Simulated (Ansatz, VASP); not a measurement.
**InAs2: VASP beside Ansatz**

```
In As
1.0
     3.86627    0.00000    0.00000
    -1.93314    3.34829    0.00000
     0.00000    0.00000    5.40747
In As
1 2
Direct
  0.00000 0.00000 0.50000
  0.33333 0.66667 0.13380
  0.66667 0.33333 0.86620
```

Change from the starting cell: species swapped into the CrTe2 type (P-3m1, No. 164).

Alike in both runs: functional PBE; k mesh 6 × 6 × 4; occupations gaussian, width 0.1 eV; no spin polarisation.

Ansatz relaxed the structure, and its values are those at the end. VASP's run is a single point on that final structure, the one shown.

|  | VASP | Ansatz |
| --- | --- | --- |
| version | VASP 6.6.1 | Ansatz 0.2.0 |
| potentials or method | VASP PAW PBE potentials, release 64 (In_d, As) | scalar-relativistic, plane waves, PAW |
| plane-wave cutoff (eV) | 520 | 420 |
| valence electrons in the cell | 23 | 43 |

```tsv
	VASP	Ansatz	Ansatz less VASP
gap on the k mesh at the Fermi level (eV)	none	none	-
pressure (GPa)	0.1	0.0	-0.07
rms of the force components (eV/Å)	0.010	0.003	-0.0078
```

A gap of «none» marks a metal or a gap that the smearing closes. The two sets of potentials don't hold the same shells in valence.
